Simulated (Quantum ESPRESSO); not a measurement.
Here is a Quantum ESPRESSO 7.5 calculation.

Contents of pw.in:

```
&CONTROL
  calculation = 'vc-relax'
  prefix = 'pwscf'
  outdir = './tmp'
  pseudo_dir = './pseudo'
  tprnfor = .true.
  tstress = .true.
  disk_io = 'low'
  nstep = 40
  forc_conv_thr = 0.0004
  etot_conv_thr = 1d-05
/
&SYSTEM
  ibrav = 0
  nat = 1
  ntyp = 1
  ecutwfc = 52
  ecutrho = 414
  nbnd = 13
  occupations = 'smearing'
  smearing = 'fd'
  degauss = 0.00367493
/
&ELECTRONS
  conv_thr = 2d-10
  electron_maxstep = 120
  mixing_beta = 0.5
/
&IONS
  ion_dynamics = 'bfgs'
/
&CELL
  cell_dynamics = 'bfgs'
  press = 50
  press_conv_thr = 0.3
/
ATOMIC_SPECIES
Ir   192.2170 ir_pbesol_v1.2.uspp.F.UPF
CELL_PARAMETERS angstrom
   0.0000000000    1.9156000000    1.9156000000
   1.9156000000    0.0000000000    1.9156000000
   1.9156000000    1.9156000000    0.0000000000
ATOMIC_POSITIONS angstrom
Ir     0.0000000000    0.0000000000    0.0000000000
K_POINTS automatic
12 12 12 0 0 0
```

Potentials or basis: GBRV 1.5 PBEsol.

Run with:

```console
$ OMP_NUM_THREADS=1 mpirun -n 2 pw.x -nk 2 -in pw.in > pw.out
```

What does it give for the band gap on the k mesh?

None (metal or under the smearing width).

Predict the space group after relaxing (to 0.05 Å).

Fm-3m (No. 225).

Predict the relaxed volume.

13.84 Å³/atom.

Final structure:
```
CELL_PARAMETERS angstrom
0.00000 1.90552 1.90552
1.90552 0.00000 1.90552
1.90552 1.90552 0.00000
ATOMIC_POSITIONS crystal
Ir 0.00000 0.00000 0.00000
```

Spin-orbit coupling is left out, which matters for the levels of Ir.
